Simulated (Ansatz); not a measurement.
The system is MnO.

```
CELL_PARAMETERS angstrom
0.00000 2.22391 2.22391
2.22391 0.00000 2.22391
2.22391 2.22391 0.00000
ATOMIC_POSITIONS crystal
Mn 0.00000 0.00000 0.00000
O 0.50000 0.50000 0.50000
```

The cell is a database's computed one.

Base run:

* Program: Ansatz 0.2.0
* Functional: PBE0
* Potentials or basis: Ansatz PAW
* Cutoff: 420 eV (not typed: the program's choice for these potentials)
* k mesh: 6 × 6 × 6
* Occupations: fermi-dirac, width 0.05 eV
* Spin: collinear spin, ferromagnetic start
* Starting moments: [4.0, 0.0] μB

Its results: band gap on the k mesh 1.96 eV, indirect (least direct gap 4.75 eV); pressure 0.9 GPa; net moment 5.00 μB per cell; site moments Mn +4.31; O +0.23 μB.

Problem. After a change of settings the same cell gave: band gap on the k mesh none (metal or under the smearing width); pressure -8.3 GPa; net moment 4.71 μB per cell; site moments Mn +4.00; O +0.22 μB. Which change was it?
A. functional from PBE0 to BLYP
B. functional from PBE0 to r2SCAN; cutoff from 420 eV (not typed: the program's choice for these potentials) to 500 eV (not typed: the program's choice for these potentials)
C. functional from PBE0 to LDA
D. functional from PBE0 to PBEsol

Solution. D.

PBE0 gives the wider gap, since exact exchange removes part of the self-interaction.

Caveats: some runs use coarse meshes; a cell with one magnetic atom can't hold antiferromagnetic order, which such compounds often take; the PAW data sets come from PBE, with cores solved anew for the run's functional, which leaves a small shift of forces and pressure; the magnetic or orbital state may not be the lowest (some runs); the thresholds are loose for stress (some runs); semilocal functionals often make such compounds metallic where correlation or magnetic order opens a gap, which also shifts bond lengths (some runs).
